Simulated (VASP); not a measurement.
Input of a VASP 6.6.1 run:

The input INCAR:

```
SYSTEM = TaN
PREC = Accurate
ENCUT = 600
EDIFF = 1E-7
ISMEAR = 0
SIGMA = 0.1
LREAL = .FALSE.
LASPH = .TRUE.
NELM = 100
ALGO = Normal
ISIF = 3
LWAVE = .FALSE.
LCHARG = .FALSE.
METAGGA = R2SCAN
LMIXTAU = .TRUE.
IBRION = 2
NSW = 90
EDIFFG = -0.005
```

Contents of KPOINTS:

```
Automatic mesh
0
G
  16 16 16
  0 0 0
```

File POSCAR:

```
TaN
1.0
    0.0000000000      2.2113230000      2.2113230000
    2.2113230000      0.0000000000      2.2113230000
    2.2113230000      2.2113230000      0.0000000000
Ta N
1 1
Direct
    0.5000000000      0.5000000000      0.5000000000
    0.0000000000      0.0000000000      0.0000000000
```

Potentials or basis: VASP PAW PBE potentials, release 64 (Ta_pv, N).

Command:

```sh
$ cat potpaw_PBE.64/Ta_pv/POTCAR potpaw_PBE.64/N/POTCAR > POTCAR
$ mpirun -np 1 vasp_std > vasp.out
```

Question: Estimate the relaxed volume.

Answer: 10.68 Å³/atom.

Question: Estimate the space group after relaxing (to 0.05 Å).

Answer: Fm-3m (No. 225).

Final structure:
```
CELL_PARAMETERS angstrom
0.00000 2.20238 2.20238
2.20238 0.00000 2.20238
2.20238 2.20238 0.00000
ATOMIC_POSITIONS crystal
Ta 0.50000 0.50000 0.50000
N 0.00000 0.00000 0.00000
```

Caveat: the PAW data sets were made with another functional, which shifts forces and pressure a little. Spin-orbit coupling is left out, which matters for the levels of Ta.
